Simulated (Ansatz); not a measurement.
Gas-phase electronic energies from Ansatz, PBE0-D4/def2-TZVP geometries. CCSD(T)/CBS adds triple-zeta CCSD(T) − MP2 to the extrapolated MP2 energy (def2 sets, frozen cores). Functionals use def2-TZVPP. B3LYP here is the variant with VWN-RPA as its local correlation; programs differ in this. Each species was taken in one conformer, which may not be the lowest.

Consider the formal exchange of groups at the Si–N bond: `N[SiH2]N[SiH](N)F` + `CC(C)=O` → `CC(=O)[SiH2]N` + `CN[SiH](N)F`.

CCSD(T)/CBS gives +38.1 kcal/mol.

Question: Another level gave +38.1 kcal/mol. Which?
A. B3LYP/def2-TZVPP
B. MP2/def2-TZVPP
C. PBE0-D4/def2-TZVPP
D. ωB97M-V/def2-TZVPP

Answer: D. ωB97M-V 38.1, B3LYP 35.6, MP2/def2-TZVPP 39.7, PBE0-D4 37.0 kcal/mol.

Largest T1 diagnostic among the species: 0.014.

The D4 term adds +1.4 kcal/mol with B3LYP and +0.8 kcal/mol with PBE0; it sums over pairs of atoms, weighted by their polarisabilities, and B3LYP, whose exchange is more repulsive, gets the larger term. From PBE to PBE0 (25 % exact exchange), in def2-TZVPP and without D4, ΔE moves by +2.1 kcal/mol.

CCSD(T)/CBS has its own doubt, a few kJ/mol and more with outer-core shells, so smaller differences from it don't rank the levels.
